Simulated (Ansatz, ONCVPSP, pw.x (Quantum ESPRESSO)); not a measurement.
**Equation-of-state test of one ONCV potential (Mo)**

```json
{
  "Element": "molybdenum (Mo)",
  "Generator": "ONCVPSP 4.0.1.1 (patched build)",
  "Type": "optimised norm-conserving Vanderbilt (ONCV)",
  "Functional": "LDA (Perdew-Wang 92)",
  "Relativity": "scalar-relativistic",
  "Frozen core": "[Ar] 3d10",
  "Valence charge": "14",
  "Reference configuration": "4s2 4p6 4d5 5s1",
  "Partial waves": "4s+5s: rc 1.75 bohr, ncon 4, nbas 8, qcut 8.1 1/bohr, 2 projectors; 4p: rc 2.05 bohr, ncon 3, nbas 7, qcut 6.9 1/bohr, 2 projectors, debl 2.1 Ha; 4d: rc 2.65 bohr, ncon 4, nbas 8, qcut 6.5 1/bohr, 2 projectors, debl 2.9 Ha",
  "Local potential": "polynomial inside 1.35 bohr (lpopt 5, dvloc0 6 Ha)",
  "Core correction": "none"
}
```

Atomic tests: cutoffs needed: 21 Ha and 25 Ha (the cutoffs (Ha) at which the residual kinetic energy of the hardest occupied pseudo-wave falls to 1 and 0.1 mHa per electron); ghost test: no bound ghost flagged; no localised positive-energy state flagged; configuration tests: 1 of 4 tests not solved or not reliable.

Crystal test: fcc Mo in pw.x 7.5, no spin, 14³ k-points, Fermi–Dirac smearing 0.01 Ry, cutoffs 60/240 Ry. The lattice is a test structure that the element need not adopt, and mesh and smearing are coarse.

pw.x input:

```
&control
  calculation='scf', prefix='x', pseudo_dir='./', outdir='./tmp', tstress=.true., disk_io='none'
/
&system
  ibrav=0, nat=1, ntyp=1, ecutwfc=60, ecutrho=240, nbnd=15,
  occupations='smearing', smearing='fd', degauss=0.01
/
&electrons
  conv_thr=1e-09, mixing_beta=0.4, electron_maxstep=70
/
ATOMIC_SPECIES
Mo 1.0 Mo.UPF
CELL_PARAMETERS angstrom
  0.00000000 1.96850669 1.96850669
  1.96850669 0.00000000 1.96850669
  1.96850669 1.96850669 0.00000000
ATOMIC_POSITIONS crystal
Mo 0.0000 0.0000 0.0000
K_POINTS automatic
14 14 14 0 0 0
```

```bash
pw.x < Mo.scf.in > Mo.scf.out
```

Task: How does the run end?

Result: It converges; the pressure is 1.88 GPa against 0.23 GPa from all-electron LAPW. Atomic configuration tests: 1 of 4 tests not solved or not reliable. The log shows:

```
     charge density cutoff     =     240.0000  Ry
     scf convergence threshold =      1.0E-09
     Exchange-correlation= SLA  PW   NOGX NOGC
     number of k points=   104  Fermi-Dirac smearing, width (Ry)=  0.0100
     iteration #  1     ecut=    60.00 Ry     beta= 0.40
     total energy              =    -136.65560539 Ry
     estimated scf accuracy    <       0.09734083 Ry
     iteration #  2     ecut=    60.00 Ry     beta= 0.40
     total energy              =    -136.65923222 Ry
     estimated scf accuracy    <       0.01043094 Ry
     iteration #  3     ecut=    60.00 Ry     beta= 0.40
     total energy              =    -136.66044346 Ry
     estimated scf accuracy    <       0.00062471 Ry
     iteration #  4     ecut=    60.00 Ry     beta= 0.40
     total energy              =    -136.66048531 Ry
     estimated scf accuracy    <       0.00002254 Ry
     iteration #  5     ecut=    60.00 Ry     beta= 0.40
     total energy              =    -136.66048979 Ry
     estimated scf accuracy    <       0.00000025 Ry
     iteration #  6     ecut=    60.00 Ry     beta= 0.40
     total energy              =    -136.66048984 Ry
     estimated scf accuracy    <          6.4E-09 Ry
     iteration #  7     ecut=    60.00 Ry     beta= 0.40
     total energy              =    -136.66048983 Ry
     estimated scf accuracy    <          6.6E-09 Ry
     iteration #  8     ecut=    60.00 Ry     beta= 0.40
     the Fermi energy is    21.3378 ev
!    total energy              =    -136.66048983 Ry
     estimated scf accuracy    <          2.3E-11 Ry
     smearing contrib. (-TS)   =      -0.00532968 Ry
     The total energy is F=E-TS. E is the sum of the following terms:
     one-electron contribution =     -17.84548315 Ry
     hartree contribution      =      17.52078996 Ry
     xc contribution           =     -15.54446980 Ry
     ewald contribution        =    -120.78599716 Ry
     convergence has been achieved in   8 iterations
          total   stress  (Ry/bohr**3)                   (kbar)     P=       18.78
     Message from routine punch:
     Nothing written, as per user request (disk_io='none')
```
